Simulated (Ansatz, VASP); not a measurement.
**B in VASP and in Ansatz**

Contents of INCAR:

```
SYSTEM = B
PREC     = Accurate       ! precision mode
ENCUT    = 520            ! plane-wave cutoff, eV
EDIFF    = 1E-6           ! SCF threshold, eV
ISMEAR   = -1             ! smearing method
SIGMA    = 0.05           ! smearing width, eV
LREAL    = .FALSE.        ! projectors in reciprocal space
LASPH    = .TRUE.         ! aspherical terms in the spheres
NELM     = 60             ! most SCF steps
ALGO     = Normal         ! electronic algorithm
ISIF     = 2              ! what is computed and relaxed
LWAVE    = .FALSE.        ! write WAVECAR
LCHARG   = .FALSE.        ! write CHGCAR
GGA      = PE             ! functional
NBANDS   = 8              ! bands
```

KPOINTS

```
Automatic mesh
0
G
  24 24 24
  0 0 0
```

The input POSCAR:

```
B
1.0
    0.0000000000      1.3937838538      1.3937838538
    1.3937838538      0.0000000000      1.3937838538
    1.3937838538      1.3937838538      0.0000000000
B
1
Direct
    0.0000000000      0.0000000000      0.0000000000
```

Input for Ansatz:

```yaml
crystal:
  lattice:
    - [0.0, 1.3937838538, 1.3937838538]
    - [1.3937838538, 0.0, 1.3937838538]
    - [1.3937838538, 1.3937838538, 0.0]
  atoms:
    - { symbol: B, position: [0.0, 0.0, 0.0] }
kpoints:
  mp_grid: { grid: [24, 24, 24] }
scf:
  occupations: { method: fermi_dirac, width: 0.05 }
hamiltonian:
  xc: pbe
  pseudopotentials: { kind: all_electron, lapw: { basis_error: 0.001 } }
output:
  forces: true
  stress: true
  eigenvalues: true
  populations: true
```

Change from the starting cell: volume scaled by 0.92, LAPW.

Alike in both runs: task single point; functional PBE; k mesh 24 × 24 × 24; occupations fermi-dirac, width 0.05 eV; no spin polarisation.

```csv
,VASP,Ansatz
version,VASP 6.6.1,Ansatz 0.2.0
potentials or method,"VASP PAW PBE potentials, release 64 (B)","all-electron LAPW, scalar-relativistic"
plane-wave cutoff (eV),520,see its input
```

|  | VASP | Ansatz | Ansatz less VASP |
| --- | --- | --- | --- |
| pressure (GPa) | 26.5 | 26.5 | -0.02 |

Ansatz ran all-electron here, so the differences hold the error of VASP's frozen core and of both bases.

Caveats: so large a pressure means that the cell lies far from this level's equilibrium, or that cutoff or potentials fall short (VASP).
